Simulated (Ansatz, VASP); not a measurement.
# Two plane-wave programs on SiC

```xyz
2
Lattice="0.0000 2.1720 2.1720 2.1720 0.0000 2.1720 2.1720 2.1720 0.0000" Properties=species:S:1:pos:R:3 pbc="T T T"
Si    0.0000    0.0000    0.0000
C     3.2581    3.2581    3.2581
```

Alike in both runs: functional PBEsol; k mesh 10 × 10 × 10; no spin polarisation.

Ansatz relaxed the structure, and its values are those at the end. VASP's run is a single point on that final structure, the one shown.

```csv
,VASP,Ansatz
version,VASP 6.6.1,Ansatz 0.2.0
potentials or method,"VASP PAW PBE potentials, release 64 (Si, C)","PAW with Ansatz's default frozen-core files, scalar-relativistic"
plane-wave cutoff (eV),520,420
occupations,"gaussian, width 0.01 eV",fixed
valence electrons in the cell,8,8
```

|  | VASP | Ansatz | Ansatz less VASP |
| --- | --- | --- | --- |
| pressure (GPa) | 2.3 | 2.0 | -0.36 |

Caveats: the PAW data sets were made with another functional, which shifts forces and pressure a little (VASP). A k mesh can miss the band edges.
